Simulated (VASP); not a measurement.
Wanted: the native input for a VASP 6.6.1 run.

- Task: single point
- Functional: PBE
- Potentials or basis: VASP PAW PBE potentials, release 64 (H)
- Cutoff: 520 eV
- k mesh: 14 × 14 × 34
- Occupations: gaussian, width 0.05 eV
- Spin: no spin polarisation
- Dipole correction: no
- Further INCAR settings: ALGO = Normal; EDIFF = 1e-06; NBANDS = 6

The structure of H lies in POSCAR:

```
H
1.0
    2.6828652087      0.0000000000      0.0000000000
    0.0000000000      2.6828652087      0.0000000000
    0.0000000000      0.0000000000      1.0222030888
H
1
Direct
    0.0000000000      0.0000000000      0.5000000000
```

The cell isn't the ideal one: strained and moved within a subgroup.

The input as run:

INCAR

```
PREC     = Accurate       # precision mode
ENCUT    = 520            # plane-wave cutoff, eV
EDIFF    = 1E-6           # SCF threshold, eV
ISMEAR   = 0              # smearing method
SIGMA    = 0.05           # smearing width, eV
LREAL    = False          # projectors in reciprocal space
LASPH    = True           # aspherical terms in the spheres
NELM     = 100            # most SCF steps
ALGO     = Normal         # electronic algorithm
ISIF     = 2              # what is computed and relaxed
LWAVE    = False          # write WAVECAR
LCHARG   = False          # write CHGCAR
GGA      = PE             # functional
NBANDS   = 6              # bands
```

KPOINTS

```
regular mesh
0
Gamma
  14 14 34
```

Potentials or basis: VASP PAW PBE potentials, release 64 (H).

Run with:

```bash
$ cat potpaw_PBE.64/H/POTCAR > POTCAR
$ mpirun -np 1 vasp_std > vasp.out
```

Results of the run:

```json
{
 "Pressure": "-2.5 GPa",
 "Band gap on the k mesh": "none (metal or under the smearing width)"
}
```

Run time: 11 s on 1 thread of AMD EPYC 7R43 64-Core Processor (Zen 3), on a shared host, peak memory 0.09 GiB.
